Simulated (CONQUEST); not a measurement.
# CdS (Greenockite) (P6_3mc) in CONQUEST: reference runs

Aim: a first look at CdS (Greenockite) with PBE, on the cell as given and on a disturbed one.

All numbers are computed with CONQUEST 1.3; they aren't measurements. Logs are shortened: lines on timing, memory, paths and dates and some standing lists are left out, and cuts for length are marked.

**Measured values to compare with.**

From “Isotope dependence of band-gap energy”, 2008, arxiv:0807.2152, for a bulk crystal of CdS: band gap 2.5809 ± 0.0002 eV.

How close the calculation comes is told below.

## 1. The structure

The structure is hexagonal, space group P6_3mc (No. 186). The conventional cell has a = 4.150 Å, b = 4.150 Å, c = 6.737 Å, α = 90.00°, β = 90.00°, γ = 120.00°. Cd (site symmetry 3m) has 4 S at 2.53 to 2.54 Å as nearest neighbours. Around S (site symmetry 3m) lie 4 Cd at 2.53 to 2.54 Å.

## 2. Single point, PBE

Input file Conquest_input:

```
IO.Title CdS
IO.Coordinates coords.dat
IO.FractionalAtomicCoords T
IO.Iprint 2
IO.Iprint_init 1
General.NumberOfSpecies 2
General.PseudopotentialType hamann
AtomMove.TypeOfRun static
AtomMove.FullStress T
Grid.GridCutoff 120
DM.SolutionMethod diagon
Diag.MPMesh T
Diag.GammaCentred T
Diag.MPMeshX 7
Diag.MPMeshY 4
Diag.MPMeshZ 4
Diag.kT 0.00183747
minE.SCTolerance 1e-6
SC.MaxIters 100
IO.AtomChargeOutput T
IO.DumpChargeDensity T
IO.DumpTotPot T
%block ChemicalSpeciesLabel
1 112.410 Cd
2 32.070 S
%endblock
```

Input file coords.dat:

```
    7.8423634172     0.0000000000     0.0000000000
    0.0000000000    12.7310849016     0.0000000000
    0.0000000000     0.0000000000    13.5833718892
8
  0.0000000000   0.5000000000   0.3333333330 1 T T T
  0.5000000000   0.5000000000   0.8333333330 1 T T T
  0.0000000000   0.0000000000   0.6666666670 1 T T T
  0.5000000000   0.0000000000   0.1666666670 1 T T T
  0.0000000000   0.8750000000   0.3333333330 2 T T T
  0.5000000000   0.8750000000   0.8333333330 2 T T T
  0.0000000000   0.3750000000   0.6666666670 2 T T T
  0.5000000000   0.3750000000   0.1666666670 2 T T T
```

Potentials or basis: PseudoDojo NC PBE, DZP, grid cutoff 120 Ha.

The run is started by

```bash
$ Conquest
```

The program printed:

```text
Simulation cell dimensions:     7.8424 a0 x    12.7311 a0 x    13.5834 a0

      Atomic coordinates (a0)
         Atom         X         Y         Z  Species
            1    0.0000    6.3655    4.5278        1
            2    3.9212    6.3655   11.3195        1
            3    0.0000    0.0000    9.0556        1
            4    3.9212    0.0000    2.2639        1
            5    0.0000   11.1397    4.5278        2
            6    3.9212   11.1397   11.3195        2
            7    0.0000    4.7742    9.0556        2
            8    3.9212    4.7742    2.2639        2

         Monkhorst-Pack mesh:   7 x   4 x   4 gamma-centred
        This calculation includes non-local pseudopotentials,
         with a maximum core radius of      6.68472097

    Job title: CdS
    Job to be run: static calculation

[... 5 lines left out ...]
      Using Fermi-Dirac smearing

    Integration grid size:     40 x   64 x   72

    Integration grid spacing:  0.196 a0 x 0.199 a0 x 0.189 a0

    Number of species:  2
    --------------------------------------------------------
    |   #  mass (au)  Charge (e)  SF Rad (a0)  NSF  Label  |
    --------------------------------------------------------
    |   1    112.410      20.000        6.962   19  Cd     |
    |   2     32.070       6.000        6.366   13  S      |
    --------------------------------------------------------
          SCF tolerance:                 0.00000100
          SCF iterations:               100

    The functional used will be GGA PBE96

           radial cut-off to be used is taken to be max PAO cut-off radius for this species:    6.684721

           greatest ang. mom. for making density from PAOs:  2

           radial cut-off to be used is taken to be max PAO cut-off radius for this species:    6.083497

           greatest ang. mom. for making density from PAOs:  2
    Minimum blocs/proc is     2880. Maximum blocs/proc is     2880
    set_atom_dens: In set_atomic_density, electrons :     104.000000000000
 matrix_size & matrix_size_padH =          128         128

    Screened ion int: energy:    -614.420702718967 Ha

    new_SC_potl: Starting.  Tolerance:  0.10000E-05

    PulayMixSC: Starting Pulay mixing, A_up =  0.500 A_dn =  0.500
    PulayMixSC: Spin non-polarised calculation.
          Harris-Foulkes Energy            :      -745.678268906806238 Ha
          (TS=0 as O(N) or entropic contribution is negligible)
          DFT Total Energy                 :      -745.501928055795133 Ha
          Total number of electrons        :       104.000000000001407
    PulayMixSC: Pulay iteration     1 residual:              0.14285E-02
          Harris-Foulkes Energy            :      -745.608173815620830 Ha
          (TS=0 as O(N) or entropic contribution is negligible)
          DFT Total Energy                 :      -745.599721619551588 Ha
          Total number of electrons        :       104.000033972364037
    PulayMixSC: Pulay iteration     2 residual:              0.62520E-03
          Harris-Foulkes Energy            :      -745.604609181865385 Ha
          (TS=0 as O(N) or entropic contribution is negligible)
          DFT Total Energy                 :      -745.604441188948158 Ha
          Total number of electrons        :       104.000049353841277
    PulayMixSC: Pulay iteration     3 residual:              0.27600E-03
          Harris-Foulkes Energy            :      -745.604467430400405 Ha
          (TS=0 as O(N) or entropic contribution is negligible)
          DFT Total Energy                 :      -745.604465591236590 Ha
          Total number of electrons        :       104.000072022803977
    PulayMixSC: Pulay iteration     4 residual:              0.10949E-04
          Harris-Foulkes Energy            :      -745.604465955023898 Ha
          (TS=0 as O(N) or entropic contribution is negligible)
          DFT Total Energy                 :      -745.604465738486851 Ha
          Total number of electrons        :       104.000071669569977
    PulayMixSC: Pulay iteration     5 residual:              0.42281E-05
          Harris-Foulkes Energy            :      -745.604465765583313 Ha
          (TS=0 as O(N) or entropic contribution is negligible)
          DFT Total Energy                 :      -745.604465764646193 Ha
          Total number of electrons        :       104.000071713487131
    PulayMixSC: Pulay iteration     6 residual:              0.20164E-06
    PulayMixSC: Reached SCF tolerance of  0.20164E-06 after      6 iterations
      | Number of electrons      =       104.000072
      |* band energy as 2Tr[K.H] =      -121.407509355279331 Ha
      |  screened ion-ion energy =      -614.420702718966822 Ha
      |  Ha correction           =         3.329148471540036 Ha
      |  XC correction           =       -13.105407152015440 Ha
      |* Harris-Foulkes energy   =      -745.604465765583313 Ha
      |* DFT total energy        =      -745.604465764646193 Ha
      |  estimated accuracy      =        -0.000000000937121 Ha

    force: Forces on atoms (Ha/a0)
    force:  Atom   X              Y              Z
    force:     1  -0.0000000000  -0.0014362156  -0.0000506247
    force:     2  -0.0000000000  -0.0014362156  -0.0000506247
    force:     3  -0.0000000000  -0.0014362156   0.0000506247
    force:     4  -0.0000000000  -0.0014362156   0.0000506247
    force:     5   0.0000000000   0.0014488340  -0.0000025318
    force:     6  -0.0000000000   0.0014488340  -0.0000025318
    force:     7  -0.0000000000   0.0014488340   0.0000025318
    force:     8  -0.0000000000   0.0014488340   0.0000025318

    force: Maximum force :        0.00144883(Ha/a0) on atom         5 in y direction
    force: Force Residual:        0.00144298 Ha/a0
    force: Total stress:         -2.73185940     0.00000000     0.00000000 GPa
                             0.00000000    -3.43126737     0.00000000
                             0.00000000     0.00000000    -2.76705437
    force: Average pressure:      2.97672705 GPa

    force: Finished force
    get_E_and_F: Change in energy during last step of electronic optimisation:  0.18944E-06

    BIBLIOGRAPHY: Please consider citing the following references in the conquest.bib file

    CONQUEST:         Bowler2002pt, Miyazaki2004, Nakata2020
    Basis:            Bowler2019
    DM:               Bowler:2006xr
    Pseudopotentials: Hamann2013, Bowler2019
    XC functional:    Perdew1996
```

Run time: 56 s. Hardware: 1 thread of Intel Xeon Platinum 8488C (Sapphire Rapids), shared host; peak memory 0.91 GiB.

Results:

```
Free energy            : -20288.9311 eV
Pressure               : 3.0 GPa
Largest force          : 0.075 eV/Å
Band gap on the k mesh : 1.36 eV
Mulliken charges       : Cd +0.57; S -0.57 e
```

Forces in eV/Å, atoms in the order of the input:
```
Cd   0.000 -0.074 -0.003
Cd   0.000 -0.074 -0.003
Cd   0.000 -0.074  0.003
Cd   0.000 -0.074  0.003
S    0.000  0.075  0.000
S    0.000  0.075  0.000
S    0.000  0.075  0.000
S    0.000  0.075  0.000
```

Caveat: Mulliken charges move with the basis; the box holds several primitive cells, so bands are folded and the points are those of the box's own zone; the basis of atomic orbitals isn't converged, which shifts pressures, moduli and gaps.

## 3. Single point, PBE (atoms moved at random, drawn with an rms of 0.05 Å)

Changes to Conquest_input since step 2:

```diff
@@ -20,4 +20,2 @@
 IO.AtomChargeOutput T
-IO.DumpChargeDensity T
-IO.DumpTotPot T
 %block ChemicalSpeciesLabel
```

Input file coords.dat:

```
    7.8423634172     0.0000000000     0.0000000000
    0.0000000000    12.7310849016     0.0000000000
    0.0000000000     0.0000000000    13.5833718892
8
  0.0086415000   0.4982200000   0.3261885000 1 T T T
  0.5086415000   0.4982200000   0.8261885000 1 T T T
  0.4976505000   0.0023890000   0.1661785000 1 T T T
  0.9976505000   0.0023890000   0.6661785000 1 T T T
  0.0012490000   0.8727730000   0.3312870000 2 T T T
  0.5012490000   0.8727730000   0.8312870000 2 T T T
  0.0007965000   0.3751140000   0.6696945000 2 T T T
  0.5007965000   0.3751140000   0.1696945000 2 T T T
```

Potentials or basis: PseudoDojo NC PBE, DZP, grid cutoff 120 Ha.

The run is started by

```bash
$ Conquest
```

The program printed:

```text
Simulation cell dimensions:     7.8424 a0 x    12.7311 a0 x    13.5834 a0

      Atomic coordinates (a0)
         Atom         X         Y         Z  Species
            1    0.0678    6.3429    4.4307        1
            2    3.9890    6.3429   11.2224        1
            3    3.9028    0.0304    2.2573        1
            4    7.8239    0.0304    9.0490        1
            5    0.0098   11.1113    4.5000        2
            6    3.9310   11.1113   11.2917        2
            7    0.0062    4.7756    9.0967        2
            8    3.9274    4.7756    2.3050        2

         Monkhorst-Pack mesh:   7 x   4 x   4 gamma-centred
        This calculation includes non-local pseudopotentials,
         with a maximum core radius of      6.68472097

    Job title: CdS
    Job to be run: static calculation

[... 5 lines left out ...]
      Using Fermi-Dirac smearing

    Integration grid size:     40 x   64 x   72

    Integration grid spacing:  0.196 a0 x 0.199 a0 x 0.189 a0

[... 63 lines left out ...]
    PulayMixSC: Pulay iteration     7 residual:              0.37587E-06
    PulayMixSC: Reached SCF tolerance of  0.37587E-06 after      7 iterations
      | Number of electrons      =       104.000077
      |* band energy as 2Tr[K.H] =      -121.420894193435544 Ha
      |  screened ion-ion energy =      -614.413598811194674 Ha
      |  Ha correction           =         3.336765335572676 Ha
      |  XC correction           =       -13.105042581215320 Ha
      |* Harris-Foulkes energy   =      -745.602770656181292 Ha
      |* DFT total energy        =      -745.602770638735819 Ha
      |  estimated accuracy      =        -0.000000017445473 Ha

    force: Forces on atoms (Ha/a0)
    force:  Atom   X              Y              Z
    force:     1  -0.0042372714   0.0000597716   0.0072064880
    force:     2  -0.0042372714   0.0000597716   0.0072064880
    force:     3   0.0016705744  -0.0046313991  -0.0009466562
    force:     4   0.0016705744  -0.0046313991  -0.0009466562
    force:     5  -0.0016224411   0.0032264775   0.0014573423
    force:     6  -0.0016224411   0.0032264775   0.0014573423
    force:     7   0.0044313233   0.0010430205  -0.0076200084
    force:     8   0.0044313233   0.0010430205  -0.0076200084

    force: Maximum force :        0.00762001(Ha/a0) on atom         7 in z direction
    force: Force Residual:        0.00687357 Ha/a0
    force: Total stress:         -3.59665392     0.18112073     0.45993492 GPa
                             0.18112073    -3.73407528    -0.37542140
                             0.45993492    -0.37542140    -1.85572703
    force: Average pressure:      3.06215208 GPa

    force: Finished force
    get_E_and_F: Change in energy during last step of electronic optimisation:  0.67039E-07

    BIBLIOGRAPHY: Please consider citing the following references in the conquest.bib file

    CONQUEST:         Bowler2002pt, Miyazaki2004, Nakata2020
    Basis:            Bowler2019
    DM:               Bowler:2006xr
    Pseudopotentials: Hamann2013, Bowler2019
    XC functional:    Perdew1996
```

Wall time 63 s (1 thread of Intel Xeon Platinum 8488C (Sapphire Rapids), shared host); peak memory 0.9 GiB.

Results:

```yaml
Free_energy: -20288.8850 eV
Pressure: 3.1 GPa
Largest_force: 0.456 eV/Å
Band_gap_on_the_k_mesh: 1.35 eV
Mulliken_charges: Cd +0.57; S -0.57 e
```

Forces in eV/Å, atoms in the order of the input:
```
Cd  -0.218  0.003  0.371
Cd  -0.218  0.003  0.371
Cd   0.086 -0.238 -0.049
Cd   0.086 -0.238 -0.049
S   -0.083  0.166  0.075
S   -0.083  0.166  0.075
S    0.228  0.054 -0.392
S    0.228  0.054 -0.392
```

Caveat: Mulliken charges move with the basis; the box holds several primitive cells, so bands are folded and the points are those of the box's own zone; the basis of atomic orbitals isn't converged, which shifts pressures, moduli and gaps.

## 4. Comparison with measurements

Step 2. A measured gap of CdS is 2.5809 eV (quoted in “Isotope dependence of band-gap energy”, 2008, arxiv:0807.2152); the calculated 1.36 eV misses it by -1.22 eV. Spin-orbit coupling on Cd is left out. The value is that of PBE in an atomic basis (PseudoDojo NC PBE, DZP, grid cutoff 120 Ha), whose error adds to the functional's,, without temperature or zero-point motion. Semilocal functionals fall short of measured gaps as a rule.
